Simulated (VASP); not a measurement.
The system is HfB2.

```
Hf B
1.0
     3.14000    0.00000    0.00000
    -1.57000    2.71932    0.00000
     0.00000    0.00000    3.48000
Hf B
1 2
Cartesian
  0.0000 0.0000 0.0000
  1.5700 0.9064 1.7400
  0.0000 1.8129 1.7400
```

Program: VASP 6.6.1. Alike in all runs: task single point; level LDA+U; potentials or basis VASP PAW LDA potentials, release 64 (Hf_pv, B); no spin polarisation; cell as given; k mesh 10 × 10 × 8; cutoff (eV) 520; smearing fermi-dirac 0.05 eV.

Q: Order these runs on this cell by their pressure, lowest first.
A. U Hf d U = 4 eV
B. U Hf d U = 3 eV
C. U Hf d U = 8 eV
D. U Hf d U = 2 eV
E. U Hf d U = 5 eV

A: D (-4.1 GPa), B (-1.2 GPa), A (1.8 GPa), E (4.8 GPa), C (14.2 GPa).

Caveats: U without spin polarisation on a metal has little footing; the U is typed as a test and isn't derived for this compound.
